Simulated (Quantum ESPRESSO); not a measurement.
AlRu in Quantum ESPRESSO: the effect of target pressure

The system is AlRu.

```
Ru Al
1.0
     2.99160    0.00000    0.00000
     0.00000    2.99160    0.00000
     0.00000    0.00000    2.99160
Ru Al
1 1
Direct
  0.50000 0.50000 0.50000
  0.00000 0.00000 0.00000
```

Alike in all runs:

| Item | Value |
| --- | --- |
| Program | Quantum ESPRESSO 7.5 |
| Task | relaxation of cell and atoms |
| Functional | PBEsol |
| Potentials or basis | GBRV 1.5 PBEsol |
| Cutoff | 707 eV |
| Density cutoff | 5633 eV |
| k mesh | 9 × 9 × 9 |
| Occupations | fermi-dirac, width 0.05 eV |
| Spin | no spin polarisation |

Each run relaxes the cell or the atoms first.

| target pressure | relaxed volume (Å³/atom) |
| --- | --- |
| 0 GPa | 13.17 |
| 2 GPa | 13.06 |
| 5 GPa | ? |
| 10 GPa | 12.64 |
| 20 GPa | 12.20 |
| 30 GPa | 11.83 |

What does the run with target pressure 5 GPa give?

Relaxed volume 12.89 Å³/atom.

Worked out: In Murnaghan's law V^(-B') rises as a straight line in P. The other rows fit best with B' = 4.1, V0 = 13.17 Å³/atom and B0 = 222 GPa, which gives 12.89 Å³/atom at 5 GPa, against the run's 12.89.
